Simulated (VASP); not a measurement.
# Dy (P6_3/mmc) in VASP: further runs, part 2 of 2

VASP 6.6.1. The steps go on from the part before.

## 4. Single point, PBEsol, collinear spin, ferromagnetic start

Input file INCAR:

```
SYSTEM = Dy
PREC     = Accurate       ! precision mode
ENCUT    = 460            ! plane-wave cutoff, eV
EDIFF    = 1E-6           ! SCF threshold, eV
ISMEAR   = 1              ! smearing method
SIGMA    = 0.1            ! smearing width, eV
LREAL    = .False.        ! projectors in reciprocal space
LASPH    = .True.         ! aspherical terms in the spheres
NELM     = 100            ! most SCF steps
ALGO     = Normal         ! electronic algorithm
ISIF     = 2              ! what is computed and relaxed
LWAVE    = .False.        ! write WAVECAR
LCHARG   = .False.        ! write CHGCAR
ISPIN    = 2              ! spin polarisation
MAGMOM   = 5 5            ! initial moments
LORBIT   = 11             ! projections on sites
LMAXMIX  = 6              ! l up to which the mixer works
GGA      = PS             ! functional
ADDGRID  = .False.
```

Input file KPOINTS:

```
regular mesh
0
Gamma
  9 9 5
  0 0 0
```

Input file POSCAR:

```
Dy
1.0
    3.5903000000      0.0000000000      0.0000000000
   -1.7951500000      3.1092910072      0.0000000000
    0.0000000000      0.0000000000      5.6475000000
Dy
2
Direct
    0.6666666667      0.3333333333      0.7500000000
    0.3333333333      0.6666666667      0.2500000000
```

Potentials or basis: VASP PAW PBE potentials, release 64 (Dy_3), 4f in core.

Started as:

```console
$ cat potpaw_PBE.64/Dy_3/POTCAR > POTCAR
$ mpirun -np 1 vasp_std > vasp.out
```

OUTCAR:

```text
SYSTEM = Dy
   PREC = Accurate
   ENCUT = 460
   EDIFF = 1E-6
   ISMEAR = 1
   LREAL = .False.
   LASPH = .True.
   NELM = 100
   ISIF = 2
   ISPIN = 2
   LORBIT = 11
   GGA = PS

 Found     36 irreducible k-points:

 Following reciprocal coordinates:
            Coordinates               Weight
  0.000000  0.000000  0.000000      1.000000
  0.111111  0.000000  0.000000      6.000000
  0.222222 -0.000000  0.000000      6.000000
  0.333333 -0.000000  0.000000      6.000000
  0.444444 -0.000000  0.000000      6.000000
  0.111111  0.111111  0.000000      6.000000
   k-points           NKPTS =     36   k-points in BZ     NKDIM =     36   number of bands    NBANDS=     18
   number of dos      NEDOS =    301   number of ions     NIONS =      2
   total plane-waves  NPLWV =  31360
   dimension x,y,z NGX =    28 NGY =   28 NGZ =   40
   dimension x,y,z NGXF=    56 NGYF=   56 NGZF=   80
   ions per type =               2
   NGX,Y,Z   is equivalent  to a cutoff of  12.97, 12.97, 11.77 a.u.
   NGXF,Y,Z  is equivalent  to a cutoff of  25.93, 25.93, 23.55 a.u.
 SYSTEM =  Dy
   PREC   = accura    normal or accurate (medium, high low for compatibility)
   ISTART =      0    job   : 0-new  1-cont  2-samecut
   ICHARG =      2    charge: 1-file 2-atom 10-const
   ISPIN  =      2    spin polarized calculation?
   LNONCOLLINEAR =      F non collinear calculations
   LSORBIT =      F    spin-orbit coupling
   LASPH  =      T    aspherical Exc in radial PAW
   ENCUT  =  460.0 eV  33.81 Ry    5.81 a.u.   6.28  6.28  9.88*2*pi/ulx,y,z
   NELM   =    100;   NELMIN=  2; NELMDL= -5     # of ELM steps
   EDIFF  = 0.1E-05   stopping-criterion for ELM
   LREAL  =      F    real-space projection
   EDIFFG = 0.1E-04   stopping-criterion for IOM
   NSW    =      0    number of steps for IOM
   IBRION =     -1    ionic relax: 0-MD 1-quasi-New 2-CG
   NFREE  =      0    steps in history (QN), initial steepest desc. (CG)
   ISIF   =      2    stress and relaxation
   ISYM   =      2    0-nonsym 1-usesym 2-fastsym
   POTIM  = 0.5000    time-step for ionic-motion
   TEBEG  =    0.0;   TEEND  =   0.0 temperature during run
   PSTRESS=    0.0 pullay stress
   NELECT =      18.0000    total number of electrons
   NUPDOWN=      -1.0000    fix difference up-down
   EMIN   =  10.00;   EMAX   =-10.00  energy-range for DOS
   EFERMI =   0.00;   METHOD = LEGACY
   ISMEAR =     1;   SIGMA  =   0.10  broadening in eV -4-tet -1-fermi 0-gaus
   EFERMI_NEDOS =   21; number of points for ismear=-14 and -15
   IALGO  =     38    algorithm
   IMIX   =      4    mixing-type and parameters
     AMIX     =   0.40;   BMIX     =  1.00
     AMIX_MAG =   1.60;   BMIX_MAG =  1.00
  volume/ion in A,a.u.               =      31.52       212.72
  Fermi-wavevector in a.u.,A,eV,Ry     =   1.077994  2.037113 15.810927  1.162070
  Thomas-Fermi vector in A             =   2.213920
   LORBIT       =     11    0 simple, 1 ext, 2 COOP (PROOUT), +10 PAW based schemes
   GGA     = PS    functional components
   LHFCALC =     F    Hartree Fock is set to
   AEXX    =    0.0000 exact exchange contribution
   IVDW    =     0    specifies the selected vdW correction
   LEPSILON=     F    determine dielectric tensor
   LRPA    =     F    only Hartree local field effects (RPA)
 spin polarized calculation
 Methfessel and Paxton  Order N= 1 SIGMA  =   0.10
  energy-cutoff  :      460.00
  volume of cell :       63.04
 maximum number of plane-waves:      1430
 NGX is ok and might be reduce to    28
   NGX = 13   NGY = 13   NGZ = 19

 number of electron      18.0000000 magnetization      10.0000000

 number of electron      18.0000001 magnetization       0.0016483

 Free energy of the ion-electron system (eV)
  ---------------------------------------------------
  ext. energy  EPLUGINS =         0.00000000
  ---------------------------------------------------
  free energy    TOTEN  =        -9.91178693 eV

  energy without entropy =       -9.91504608  energy(sigma->0) =       -9.91287331

 E-fermi :   2.9981     XC(G=0):  -9.9691

 val. band max:        2.9869565517   @ k =   0.4444   0.1111   0.0000
 cond. band min:       3.0162249978   @ k =   0.3333   0.1111   0.0000
 fundamental gap:      0.0292684461
 Fermi energy:         2.9981424360

 spin component 1

 k-point     1 :       0.0000    0.0000    0.0000
  band No.  band energies     occupation
      1     -20.5763      1.00000
      2     -19.9900      1.00000
      3     -19.9900      1.00000
      4     -19.8799      1.00000
      5     -19.8799      1.00000
      6     -19.8377      1.00000
[... 10 lines left out ...]
     17       8.2925      0.00000
     18       8.2925      0.00000

 k-point     2 :       0.1111    0.0000    0.0000
  band No.  band energies     occupation
      1     -20.5495      1.00000
      2     -20.0452      1.00000
      3     -20.0086      1.00000
      4     -19.9382      1.00000
      5     -19.8872      1.00000
      6     -19.8505      1.00000
[... 10 lines left out ...]
     17       8.5280      0.00000
     18       8.9842      0.00000

 k-point     3 :       0.2222   -0.0000    0.0000
  band No.  band energies     occupation
      1     -20.4756      1.00000
      2     -20.1852      1.00000
      3     -20.0792      1.00000
      4     -20.0533      1.00000
      5     -19.9075      1.00000
      6     -19.8887      1.00000
[... 10 lines left out ...]
     17       8.9226      0.00000
     18      10.3001      0.00000

 k-point     4 :       0.3333   -0.0000    0.0000
  band No.  band energies     occupation
      1     -20.3737      1.00000
      2     -20.3444      1.00000
      3     -20.2296      1.00000
      4     -20.1016      1.00000
      5     -19.9497      1.00000
      6     -19.9326      1.00000
[... 10 lines left out ...]
     17       9.1893      0.00000
     18      10.4581      0.00000

 k-point     5 :       0.4444   -0.0000    0.0000
  band No.  band energies     occupation
      1     -20.4475      1.00000
      2     -20.3231      1.00000
      3     -20.2824      1.00000
      4     -20.1320      1.00000
      5     -20.0142      1.00000
      6     -19.9498      1.00000
[... 10 lines left out ...]
     17       9.3017      0.00000
     18      10.4437      0.00000

 k-point     6 :       0.1111    0.1111    0.0000
  band No.  band energies     occupation
      1     -20.4991      1.00000
      2     -20.1266      1.00000
      3     -20.0843      1.00000
      4     -19.9990      1.00000
      5     -19.9119      1.00000
      6     -19.8760      1.00000
[... 10 lines left out ...]
     17       8.7292      0.00000
     18      10.0191      0.00000

 [... further k-points ...]

 spin component 2

 k-point     1 :       0.0000    0.0000    0.0000
  band No.  band energies     occupation
      1     -20.5762      1.00000
      2     -19.9899      1.00000
      3     -19.9899      1.00000
      4     -19.8798      1.00000
      5     -19.8798      1.00000
      6     -19.8377      1.00000
[... 10 lines left out ...]
     17       8.2927      0.00000
     18       8.2927      0.00000

 k-point     2 :       0.1111    0.0000    0.0000
  band No.  band energies     occupation
      1     -20.5494      1.00000
      2     -20.0451      1.00000
      3     -20.0085      1.00000
      4     -19.9381      1.00000
      5     -19.8871      1.00000
      6     -19.8504      1.00000
[... 10 lines left out ...]
     17       8.5282      0.00000
     18       8.9845      0.00000

 k-point     3 :       0.2222   -0.0000    0.0000
  band No.  band energies     occupation
      1     -20.4755      1.00000
      2     -20.1851      1.00000
      3     -20.0791      1.00000
      4     -20.0533      1.00000
      5     -19.9074      1.00000
      6     -19.8886      1.00000
[... 10 lines left out ...]
     17       8.9228      0.00000
     18      10.3005      0.00000

 k-point     4 :       0.3333   -0.0000    0.0000
  band No.  band energies     occupation
      1     -20.3737      1.00000
      2     -20.3443      1.00000
      3     -20.2295      1.00000
      4     -20.1015      1.00000
      5     -19.9496      1.00000
      6     -19.9326      1.00000
[... 10 lines left out ...]
     17       9.1894      0.00000
     18      10.4587      0.00000

 k-point     5 :       0.4444   -0.0000    0.0000
  band No.  band energies     occupation
      1     -20.4474      1.00000
      2     -20.3230      1.00000
      3     -20.2823      1.00000
      4     -20.1319      1.00000
      5     -20.0141      1.00000
      6     -19.9497      1.00000
[... 10 lines left out ...]
     17       9.3018      0.00000
     18      10.4442      0.00000

 k-point     6 :       0.1111    0.1111    0.0000
  band No.  band energies     occupation
      1     -20.4990      1.00000
      2     -20.1265      1.00000
      3     -20.0842      1.00000
      4     -19.9989      1.00000
      5     -19.9118      1.00000
      6     -19.8760      1.00000
[... 10 lines left out ...]
     17       8.7294      0.00000
     18      10.0194      0.00000

 [... further k-points ...]
[... 5 lines left out ...]
  --------------------------------------------------------------------------------------
  -------------------------------------------------------------------------------------
  Total       -0.8265681     -0.8265681     -0.8683760      0.0000000     -0.0000000      0.0000000
  in kB      -21.0058792    -21.0058792    -22.0683581      0.0000000     -0.0000000      0.0000000
  external PRESSURE =     -21.3600388 kB  Pullay stress =       0.0000000 kB

 VOLUME and BASIS-vectors are now :
 -----------------------------------------------------------------------------
  energy-cutoff  :      460.00
  volume of cell :       63.04
      direct lattice vectors                 reciprocal lattice vectors
     3.590300000  0.000000000  0.000000000     0.278528257  0.160808364  0.000000000
    -1.795150000  3.109291007  0.000000000     0.000000000  0.321616728  0.000000000
     0.000000000  0.000000000  5.647500000     0.000000000  0.000000000  0.177069500

 POSITION                                       TOTAL-FORCE (eV/Angst)
 -----------------------------------------------------------------------------------
      1.79515      1.03643      4.23562        -0.000000      0.000000      0.000000
     -0.00000      2.07286      1.41187         0.000000     -0.000000      0.000000
 -----------------------------------------------------------------------------------
    total drift:                               -0.000000      0.000000     -0.000000

  FREE ENERGIE OF THE ION-ELECTRON SYSTEM (eV)
  ---------------------------------------------------
  free  energy   TOTEN  =        -9.9117869326 eV

  energy  without entropy=       -9.9150460753  energy(sigma->0) =       -9.91287331

 total charge

# of ion       s       p       d       tot
------------------------------------------
    1        0.444   6.376   1.108   7.929
    2        0.444   6.376   1.108   7.929
--------------------------------------------------
tot          0.888  12.752   2.217  15.857

 magnetization (x)

# of ion       s       p       d       tot
------------------------------------------
    1        0.000   0.000   0.000   0.000
    2        0.000   0.000   0.000   0.000
--------------------------------------------------
tot          0.000   0.000   0.000   0.001
```

Run time: 48 s. Hardware: 1 thread of Intel Xeon Platinum 8488C (Sapphire Rapids), shared host; peak memory 0.22 GiB.

The run converged, but some of its settings lie outside the range that counts as converged, so its numbers aren't taken as properties of the crystal.

Results:

```yaml
Free_energy: -9.9118 eV
Pressure: -2.1 GPa
Band_gap_on_the_k_mesh: none (metal or under the smearing width)
Net_moment: 0.00 μB per cell
Valence_electrons_inside_the_program's_atomic_spheres: Dy 7.93
```

Caveat: the magnetic or orbital state may not be the lowest; the PAW data sets were made with another functional, which shifts forces and pressure a little; spin-orbit coupling is left out, which moves the levels of the heavy elements; the 4f electrons are frozen in the core as for a trivalent ion, so they carry no moment and show no levels.

## 5. Single point, PBEsol, collinear spin, ferromagnetic start

INCAR is that of step 4.

KPOINTS is that of step 4.

Input file POSCAR:

```
Dy
1.0
    3.5903000000      0.0000000000      0.0000000000
   -1.7951500000      3.1092910072      0.0000000000
    0.0000000000      0.0000000000      5.6475000000
Dy
2
Direct
    0.6390340000      0.3471240000      0.7350940000
    0.3239070000      0.6817830000      0.2438910000
```

Started as:

```console
$ cat potpaw_PBE.64/Dy_3/POTCAR > POTCAR
$ mpirun -np 1 vasp_std > vasp.out
```

It took 3.9 min on 1 thread of Intel Xeon Platinum 8488C (Sapphire Rapids), shared host; peak memory 0.4 GiB.

The run converged, but some of its settings lie outside the range that counts as converged, so its numbers aren't taken as properties of the crystal.

What came out:

- Free energy: -9.9052 eV
- Pressure: -2.1 GPa
- Largest force: 0.173 eV/Å
- Band gap on the k mesh: none (metal or under the smearing width)
- Net moment: 0.00 μB per cell
- Valence electrons inside the program's atomic spheres: Dy 7.93

Caveat: the magnetic or orbital state may not be the lowest; the PAW data sets were made with another functional, which shifts forces and pressure a little; spin-orbit coupling is left out, which moves the levels of the heavy elements; the 4f electrons are frozen in the core as for a trivalent ion, so they carry no moment and show no levels.

## 6. Single point, PBEsol, collinear spin, ferromagnetic start

Edit INCAR of step 5 so:

```diff
@@ -5,3 +5,3 @@
 ISMEAR   = 1              ! smearing method
-SIGMA    = 0.1            ! smearing width, eV
+SIGMA    = 0.05           ! smearing width, eV
 LREAL    = .False.        ! projectors in reciprocal space
```

KPOINTS is that of step 5.

Input file POSCAR:

```
Dy
1.0
    3.5903000000      0.0000000000      0.0000000000
   -1.7951500000      3.1092910072      0.0000000000
    0.0000000000      0.0000000000      5.6475000000
Dy
2
Direct
    0.6666666667      0.3333333333      0.7500000000
    0.3333333333      0.6666666667      0.2500000000
```

Potentials or basis: VASP PAW PBE potentials, release 64 (Dy_3), 4f in core.

Started as:

```console
$ cat potpaw_PBE.64/Dy_3/POTCAR > POTCAR
$ mpirun -np 1 vasp_std > vasp.out
```

OUTCAR:

```text
SYSTEM = Dy
   PREC = Accurate
   ENCUT = 460
   EDIFF = 1E-6
   ISMEAR = 1
   LREAL = .False.
   LASPH = .True.
   NELM = 100
   ISIF = 2
   ISPIN = 2
   LORBIT = 11
   GGA = PS

 Found     36 irreducible k-points:

 Following reciprocal coordinates:
            Coordinates               Weight
  0.000000  0.000000  0.000000      1.000000
  0.111111  0.000000  0.000000      6.000000
  0.222222 -0.000000  0.000000      6.000000
  0.333333 -0.000000  0.000000      6.000000
  0.444444 -0.000000  0.000000      6.000000
  0.111111  0.111111  0.000000      6.000000
   k-points           NKPTS =     36   k-points in BZ     NKDIM =     36   number of bands    NBANDS=     18
[... 347 lines left out ...]
 -----------------------------------------------------------------------------
  energy-cutoff  :      460.00
  volume of cell :       63.04
      direct lattice vectors                 reciprocal lattice vectors
     3.590300000  0.000000000  0.000000000     0.278528257  0.160808364  0.000000000
    -1.795150000  3.109291007  0.000000000     0.000000000  0.321616728  0.000000000
     0.000000000  0.000000000  5.647500000     0.000000000  0.000000000  0.177069500

 POSITION                                       TOTAL-FORCE (eV/Angst)
 -----------------------------------------------------------------------------------
      1.79515      1.03643      4.23562         0.000000      0.000000      0.000000
     -0.00000      2.07286      1.41187        -0.000000     -0.000000      0.000000
 -----------------------------------------------------------------------------------
    total drift:                               -0.000000      0.000000     -0.000000

  FREE ENERGIE OF THE ION-ELECTRON SYSTEM (eV)
  ---------------------------------------------------
  free  energy   TOTEN  =        -9.9132711490 eV

  energy  without entropy=       -9.9141061774  energy(sigma->0) =       -9.91354949

 total charge

# of ion       s       p       d       tot
------------------------------------------
    1        0.444   6.375   1.109   7.929
    2        0.444   6.375   1.109   7.929
--------------------------------------------------
tot          0.888  12.750   2.219  15.857

 magnetization (x)

# of ion       s       p       d       tot
------------------------------------------
    1       -0.000  -0.000  -0.000  -0.000
    2       -0.000  -0.000  -0.000  -0.000
--------------------------------------------------
tot         -0.000  -0.000  -0.000  -0.000
```

OSZICAR:

```text
N       E                     dE             d eps       ncg     rms          rms(c)
DAV:   1     0.595228493061E+02    0.59523E+02   -0.77603E+03  2608   0.820E+02
DAV:   2    -0.190802698172E+01   -0.61431E+02   -0.58503E+02  2596   0.247E+02
DAV:   3    -0.474929027165E+01   -0.28413E+01   -0.26754E+01  3624   0.330E+01
DAV:   4    -0.483131896348E+01   -0.82029E-01   -0.80950E-01  3178   0.557E+00
DAV:   5    -0.483299692459E+01   -0.16780E-02   -0.16768E-02  3380   0.789E-01    0.348E+01
DAV:   6    -0.858538832641E+01   -0.37524E+01   -0.18184E+00  3866   0.730E+00    0.187E+01
DAV:   7    -0.967023504025E+01   -0.10848E+01   -0.33926E-01  3582   0.395E+00    0.962E+00
DAV:   8    -0.991816531990E+01   -0.24793E+00   -0.50643E-01  3182   0.309E+00    0.319E+00
DAV:   9    -0.990056578240E+01    0.17600E-01   -0.32731E-02  3112   0.962E-01    0.786E-01
DAV:  10    -0.990961691544E+01   -0.90511E-02   -0.14902E-02  2844   0.519E-01    0.654E-01
DAV:  11    -0.991210551030E+01   -0.24886E-02   -0.25052E-03  3170   0.199E-01    0.413E-01
DAV:  12    -0.991324464795E+01   -0.11391E-02   -0.14975E-03  2910   0.143E-01    0.205E-01
DAV:  13    -0.991329239997E+01   -0.47752E-04   -0.11244E-04  3616   0.623E-02    0.277E-02
DAV:  14    -0.991327296575E+01    0.19434E-04   -0.10214E-05  2854   0.216E-02    0.167E-02
DAV:  15    -0.991327099175E+01    0.19740E-05   -0.10377E-06  1786   0.554E-03    0.160E-02
DAV:  16    -0.991327114896E+01   -0.15720E-06   -0.27926E-07  1426   0.325E-03
   1 F= -.99132711E+01 E0= -.99135495E+01  d E =0.835028E-03  mag=    -0.0001
```

stdout:

```text
POSCAR found type information on POSCAR Dy
 POSCAR found :  1 types and       2 ions
 scaLAPACK will be used
 -----------------------------------------------------------------------------
|                                                                             |
|                                                                             |
|     You enforced a specific xc type in the INCAR file but a different       |
|     I HOPE YOU KNOW WHAT YOU ARE DOING!                                     |
|                                                                             |
 -----------------------------------------------------------------------------

 LDA part: xc-table for (Slater+PW92), standard interpolation
 POSCAR, INCAR and KPOINTS ok, starting setup
 FFT: planning ... GRIDC
 FFT: planning ... GRID_SOFT
 FFT: planning ... GRID
 WAVECAR not read
 entering main loop
```

Run time: 43 s. Hardware: 1 thread of Intel Xeon Platinum 8488C (Sapphire Rapids), shared host; peak memory 0.23 GiB.

These settings aren't checked as converged: the numbers below hold their error.

Results:

| Item | Value |
| --- | --- |
| Free energy | -9.9133 eV |
| Pressure | -2.2 GPa |
| Band gap on the k mesh | none (metal or under the smearing width) |
| Net moment | 0.00 μB per cell |
| Valence electrons inside the program's atomic spheres | Dy 7.93 |

Caveat: the magnetic or orbital state may not be the lowest; the PAW data sets were made with another functional, which shifts forces and pressure a little; spin-orbit coupling is left out, which moves the levels of the heavy elements; the 4f electrons are frozen in the core as for a trivalent ion, so they carry no moment and show no levels.

## 7. For comparison

An earlier run on the cell as given: functional PBE; potentials or basis VASP PAW PBE potentials, release 64 (Dy); cutoff 520 eV; k mesh 9 × 9 × 5; occupations fermi-dirac, width 0.05 eV; collinear spin, ferromagnetic start; starting moments [5.0, 5.0] μB.

* Pressure: 1.9 GPa
* Band gap on the k mesh: none (metal or under the smearing width)
* Net moment: 9.63 μB per cell
* Site moments: Dy +4.63 μB
* Valence electrons inside the program's atomic spheres: Dy 17.77
